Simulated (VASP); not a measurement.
# SiC (F-43m) in VASP: a series of runs

The runs below take SiC through relaxation of cell and atoms, with LDA.

Everything below comes from runs of VASP 6.6.1. Logs are shortened: lines on timing, memory, paths and dates and some standing lists are left out, and cuts for length are marked.

## (1) Starting point

The structure is cubic, space group F-43m (No. 216). Conventional cell: a = 4.358 Å, b = 4.358 Å, c = 4.358 Å, α = 90.00°, β = 90.00°, γ = 90.00°. Si (site symmetry -43m) is surrounded by 4 C at 1.89 Å. C (site symmetry -43m) is surrounded by 4 Si at 1.89 Å.

## (2) Relaxation of cell and atoms, LDA

File INCAR:

```
ALGO = Fast ; EDIFF = 1E-7
EDIFFG = -0.002 ; ENCUT = 520
IBRION = 2 ; ISIF = 3
ISMEAR = 0 ; LASPH = T
LCHARG = F ; LREAL = F
LWAVE = F ; NELM = 80
NSW = 80 ; PREC = Accurate
SIGMA = 0.02
```

File KPOINTS:

```
k-points
0
Gamma
  12 12 12
```

File POSCAR:

```
SiC
1.0
    0.0000000000      2.1790000000      2.1790000000
    2.1790000000      0.0000000000      2.1790000000
    2.1790000000      2.1790000000      0.0000000000
Si C
1 1
Direct
    0.0000000000      0.0000000000      0.0000000000
    0.2500000000      0.2500000000      0.2500000000
```

Potentials or basis: VASP PAW LDA potentials, release 64 (Si, C).

On the command line:

```bash
$ cat potpaw_LDA.64/Si/POTCAR potpaw_LDA.64/C/POTCAR > POTCAR
$ mpirun -np 1 vasp_std > vasp.out
```

OUTCAR:

```text
EDIFF = 1E-7
   EDIFFG = -0.002
   ENCUT = 520
   IBRION = 2
   ISIF = 3
   ISMEAR = 0
   LASPH = T
   LREAL = F
   NELM = 80
   NSW = 80
   PREC = Accurate

 ion  position               nearest neighbor table
   1  0.000  0.000  0.000-   2 1.89   2 1.89   2 1.89   2 1.89
   2  0.250  0.250  0.250-   1 1.89   1 1.89   1 1.89   1 1.89

  LATTYP: Found a face centered cubic cell.
 ALAT       =     4.3580000000

  Lattice vectors:

 A1 = (   0.0000000000,   2.1790000000,   2.1790000000)
 A2 = (   2.1790000000,   0.0000000000,   2.1790000000)
 A3 = (   2.1790000000,   2.1790000000,   0.0000000000)

Analysis of symmetry for initial positions (statically):
=====================================================================
 Subroutine PRICEL returns:
 Original cell was already a primitive cell.

 Routine SETGRP: Setting up the symmetry group for a
 face centered cubic supercell.

 Subroutine GETGRP returns: Found 24 space group operations
 (whereof 24 operations were pure point group operations)
 out of a pool of 48 trial point group operations.

The static configuration has the point symmetry T_d .

Analysis of symmetry for dynamics (positions and initial velocities):
=====================================================================
 Subroutine PRICEL returns:
 Original cell was already a primitive cell.

 Routine SETGRP: Setting up the symmetry group for a
 face centered cubic supercell.

 Subroutine GETGRP returns: Found 24 space group operations
 (whereof 24 operations were pure point group operations)
 out of a pool of 48 trial point group operations.

The dynamic configuration has the point symmetry T_d .

 Subroutine INISYM returns: Found 24 space group operations
 (whereof 24 operations are pure point group operations),
 and found     1 'primitive' translations

----------------------------------------------------------------------------------------

                                     Primitive cell

  volume of cell :      20.6920

  direct lattice vectors                    reciprocal lattice vectors
     0.000000000  2.179000000  2.179000000    -0.229463056  0.229463056  0.229463056
     2.179000000  0.000000000  2.179000000     0.229463056 -0.229463056  0.229463056
     2.179000000  2.179000000  0.000000000     0.229463056  0.229463056 -0.229463056

  length of vectors
     3.081571352  3.081571352  3.081571352     0.397441672  0.397441672  0.397441672

  position of ions in fractional coordinates (direct lattice)
     0.000000000  0.000000000  0.000000000
     0.250000000  0.250000000  0.250000000

  ion indices of the primitive-cell ions
   primitive index   ion index
                 1           1
                 2           2

----------------------------------------------------------------------------------------

 KPOINTS: k-points

Automatic generation of k-mesh.
 Grid dimensions read from file:
 generate k-points for:   12   12   12

 Generating k-lattice:

  Cartesian coordinates                     Fractional coordinates (reciprocal lattice)
    -0.019121921  0.019121921  0.019121921     0.083333333  0.000000000  0.000000000
     0.019121921 -0.019121921  0.019121921     0.000000000  0.083333333  0.000000000
     0.019121921  0.019121921 -0.019121921     0.000000000  0.000000000  0.083333333

  Length of vectors
     0.033120139  0.033120139  0.033120139

  Shift w.r.t. Gamma in fractional coordinates (k-lattice)
     0.000000000  0.000000000  0.000000000

 Subroutine IBZKPT returns following result:
 ===========================================

 Found     72 irreducible k-points:

 Following reciprocal coordinates:
            Coordinates               Weight
  0.000000  0.000000  0.000000      1.000000
  0.083333  0.000000  0.000000      8.000000
  0.166667  0.000000  0.000000      8.000000
  0.250000  0.000000  0.000000      8.000000
  0.333333  0.000000  0.000000      8.000000
  0.416667  0.000000  0.000000      8.000000
[... 16 lines left out ...]
  0.500000  0.166667  0.000000     24.000000
 -0.416667  0.166667  0.000000     24.000000
 [... further k-points ...]
   k-points           NKPTS =     72   k-points in BZ     NKDIM =     72   number of bands    NBANDS=      8
   number of dos      NEDOS =    301   number of ions     NIONS =      2
   total plane-waves  NPLWV =  13824
   dimension x,y,z NGX =    24 NGY =   24 NGZ =   24
   dimension x,y,z NGXF=    48 NGYF=   48 NGZF=   48
   ions per type =               1   1
   NGX,Y,Z   is equivalent  to a cutoff of  12.95, 12.95, 12.95 a.u.
   NGXF,Y,Z  is equivalent  to a cutoff of  25.90, 25.90, 25.90 a.u.
 SYSTEM =  unknown system
   PREC   = accura    normal or accurate (medium, high low for compatibility)
   ISTART =      0    job   : 0-new  1-cont  2-samecut
   ICHARG =      2    charge: 1-file 2-atom 10-const
   ISPIN  =      1    spin polarized calculation?
   LNONCOLLINEAR =      F non collinear calculations
   LSORBIT =      F    spin-orbit coupling
   LASPH  =      T    aspherical Exc in radial PAW
   ENCUT  =  520.0 eV  38.22 Ry    6.18 a.u.   5.73  5.73  5.73*2*pi/ulx,y,z
   NELM   =     80;   NELMIN=  2; NELMDL= -5     # of ELM steps
   EDIFF  = 0.1E-06   stopping-criterion for ELM
   LREAL  =      F    real-space projection
   EDIFFG = -.2E-02   stopping-criterion for IOM
   NSW    =     80    number of steps for IOM
   IBRION =      2    ionic relax: 0-MD 1-quasi-New 2-CG
   NFREE  =      1    steps in history (QN), initial steepest desc. (CG)
   ISIF   =      3    stress and relaxation
   ISYM   =      2    0-nonsym 1-usesym 2-fastsym
   POTIM  = 0.5000    time-step for ionic-motion
   TEBEG  =    0.0;   TEEND  =   0.0 temperature during run
   PSTRESS=    0.0 pullay stress
   NELECT =       8.0000    total number of electrons
   NUPDOWN=      -1.0000    fix difference up-down
   EMIN   =  10.00;   EMAX   =-10.00  energy-range for DOS
   EFERMI =   0.00;   METHOD = LEGACY
   ISMEAR =     0;   SIGMA  =   0.02  broadening in eV -4-tet -1-fermi 0-gaus
   EFERMI_NEDOS =   21; number of points for ismear=-14 and -15
   IALGO  =     68    algorithm
   IMIX   =      4    mixing-type and parameters
     AMIX     =   0.40;   BMIX     =  1.00
     AMIX_MAG =   1.60;   BMIX_MAG =  1.00
  volume/ion in A,a.u.               =      10.35        69.82
  Fermi-wavevector in a.u.,A,eV,Ry     =   1.192626  2.253736 19.352338  1.422357
  Thomas-Fermi vector in A             =   2.328660
   LORBIT       =      0    0 simple, 1 ext, 2 COOP (PROOUT), +10 PAW based schemes
   GGA     = CA    functional components
   LHFCALC =     F    Hartree Fock is set to
   AEXX    =    0.0000 exact exchange contribution
   IVDW    =     0    specifies the selected vdW correction
   LEPSILON=     F    determine dielectric tensor
   LRPA    =     F    only Hartree local field effects (RPA)
 conjugate gradient relaxation of ions
 non-spin polarized calculation
 RMM-DIIS sequential band-by-band and
 Gauss-broadening in eV      SIGMA  =   0.02
  energy-cutoff  :      520.00
  volume of cell :       20.69
 maximum number of plane-waves:       568
   NGX = 11   NGY = 11   NGZ = 11

--------------------------------------- Ionic step        1  -------------------------------------------

 number of electron       8.0000001 magnetization

 Free energy of the ion-electron system (eV)
  ---------------------------------------------------
  ext. energy  EPLUGINS =         0.00000000
  ---------------------------------------------------
  free energy    TOTEN  =       -16.63807266 eV

  energy without entropy =      -16.63807266  energy(sigma->0) =      -16.63807266

------------------------ aborting loop because EDIFF is reached ----------------------------------------

  FORCE on cell =-STRESS in cart. coord.  units (eV):
  Direction    XX          YY          ZZ          XY          YZ          ZX
  --------------------------------------------------------------------------------------
  -------------------------------------------------------------------------------------
  Total       -0.5209194     -0.5209194     -0.5209194     -0.0000000      0.0000000     -0.0000000
  in kB      -40.3347581    -40.3347581    -40.3347581     -0.0000000      0.0000000     -0.0000000
  external PRESSURE =     -40.3347581 kB  Pullay stress =       0.0000000 kB
[... 57 lines left out ...]
  energy  without entropy=      -16.6372421848  energy(sigma->0) =      -16.63724218

--------------------------------------- Ionic step        3  -------------------------------------------

 number of electron       8.0000000 magnetization

 Free energy of the ion-electron system (eV)
  ---------------------------------------------------
  ext. energy  EPLUGINS =         0.00000000
  ---------------------------------------------------
  free energy    TOTEN  =       -16.64287152 eV

  energy without entropy =      -16.64287152  energy(sigma->0) =      -16.64287152

 E-fermi :   8.4008     XC(G=0): -11.6343

 val. band max:        8.2703849801   @ k =   0.0000   0.0000   0.0000
 cond. band min:       9.5595951986   @ k =   0.5000   0.5000   0.0000
 fundamental gap:      1.2892102186
 Fermi energy:         8.4007662537

 k-point     1 :       0.0000    0.0000    0.0000
  band No.  band energies     occupation
      1      -7.1885      2.00000
      2       8.2704      2.00000
      3       8.2704      2.00000
      4       8.2704      2.00000
      5      14.7778      0.00000
      6      15.5890      0.00000
      7      15.5890      0.00000
      8      15.5890      0.00000
[... 243 lines left out ...]
 k-point    24 :      -0.4167    0.1667    0.0000
  band No.  band energies     occupation
      1      -3.1739      2.00000
      2       0.1593      2.00000
      3       5.1600      2.00000
      4       6.7433      2.00000
      5      13.3894      0.00000
      6      16.0655      0.00000
      7      16.8039      0.00000
      8      19.4764      0.00000

 [... further k-points ...]

------------------------ aborting loop because EDIFF is reached ----------------------------------------

  FORCE on cell =-STRESS in cart. coord.  units (eV):
  Direction    XX          YY          ZZ          XY          YZ          ZX
  --------------------------------------------------------------------------------------
  -------------------------------------------------------------------------------------
  Total       -0.0018638     -0.0018638     -0.0018638     -0.0000000      0.0000000      0.0000000
  in kB       -0.1469682     -0.1469682     -0.1469682     -0.0000000      0.0000000      0.0000000
  external PRESSURE =      -0.1469682 kB  Pullay stress =       0.0000000 kB
[... 17 lines left out ...]
  FREE ENERGIE OF THE ION-ELECTRON SYSTEM (eV)
  ---------------------------------------------------
  free  energy   TOTEN  =       -16.6428715159 eV

  energy  without entropy=      -16.6428715159  energy(sigma->0) =      -16.64287152

 reached required accuracy - stopping structural energy minimisation
```

Wall time 26 s (1 thread of AMD EPYC 7R13 (Zen 3), shared host); peak memory 0.1 GiB.

Results:

```yaml
Free_energy: -16.6429 eV
Relaxed_volume: 10.16 Å³/atom
Relaxed_cell: a = 3.063 Å, b = 3.063 Å, c = 3.063 Å, α = 60.00°, β = 60.00°, γ = 60.00°
Space_group_after_relaxing_to_0.05_Å: F-43m (No. 216)
Energy_gained_by_relaxing: 2.4 meV/atom
Ionic_steps: 3
Pressure_after_relaxing: 0.0 GPa
Band_gap_on_the_k_mesh: 1.29 eV, indirect (least direct gap 4.52 eV)
```

The path:
```csv
step,energy change (eV),largest force (eV/Å),pressure (GPa),volume (Å³)
1,0.0000,0.0000,-4.03,20.69
2,0.0008,0.0000,4.64,19.92
3,-0.0048,0.0000,-0.01,20.32
```

Final structure:
```
Si C
1.0
     0.00000    2.16578    2.16578
     2.16578    0.00000    2.16578
     2.16578    2.16578    0.00000
Si C
1 1
Direct
  0.00000 0.00000 0.00000
  0.25000 0.25000 0.25000
```

Levels at points of the mesh, in eV from the valence-band top:
```tsv
k point	band 2	band 3	band 4	band 5	band 6	band 7
(0.00, 0.00, 0.00)	0.00	0.00	0.00	6.51	7.32	7.32
(0.50, 0.00, 0.00)	-8.66	-1.06	-1.06	5.56	7.20	7.20
(0.50, 0.50, 0.00)	-7.87	-3.23	-3.23	1.29	4.25	14.04
```

A k mesh can miss the band edges. Zero-point motion and thermal expansion aren't in these numbers.

## (3) Relaxation of cell and atoms, LDA

This run uses another cell than the first one, of 10.16 Å³/atom, 0.982 times its volume.

INCAR is that of step 2.

KPOINTS is that of step 2.

File POSCAR:

```
SiC                                     
1.0
    0.0000000000      2.1657835622      2.1657835622
    2.1657835622      0.0000000000      2.1657835622
    2.1657835622      2.1657835622      0.0000000000
  Si              C             
     1     1
Direct
     0.0000000000000000    0.0000000000000000    0.0000000000000000
     0.2500000000000000    0.2500000000000000    0.2500000000000000
```

Potentials or basis: VASP PAW LDA potentials, release 64 (Si, C).

On the command line:

```bash
$ cat potpaw_LDA.64/Si/POTCAR potpaw_LDA.64/C/POTCAR > POTCAR
$ mpirun -np 1 vasp_std > vasp.out
```

Run time: 13 s. Hardware: 1 thread of AMD EPYC 7R13 (Zen 3), shared host; peak memory 0.1 GiB.

Results (log left out):

```
Free energy             : -16.6427 eV
Pressure after relaxing : 0.0 GPa
Band gap on the k mesh  : 1.29 eV, indirect (least direct gap 4.52 eV)
```

Final structure:
```
CELL_PARAMETERS angstrom
0.00000 2.16578 2.16578
2.16578 0.00000 2.16578
2.16578 2.16578 0.00000
ATOMIC_POSITIONS crystal
Si 0.00000 0.00000 0.00000
C 0.25000 0.25000 0.25000
```

Levels at points of the mesh, in eV from the valence-band top:
| k point | band 1 | band 2 | band 3 | band 4 | band 5 | band 6 | band 7 | band 8 |
| --- | --- | --- | --- | --- | --- | --- | --- | --- |
| (0.00, 0.00, 0.00) | -15.46 | 0.00 | 0.00 | 0.00 | 6.51 | 7.32 | 7.32 | 7.32 |
| (0.50, 0.00, 0.00) | -11.77 | -8.66 | -1.06 | -1.06 | 5.56 | 7.20 | 7.20 | 10.02 |
| (0.50, 0.50, 0.00) | -10.27 | -7.87 | -3.23 | -3.23 | 1.29 | 4.25 | 14.04 | 14.78 |

Caveat: the relaxation stopped at its first step, so nothing moved. A k mesh can miss the band edges.
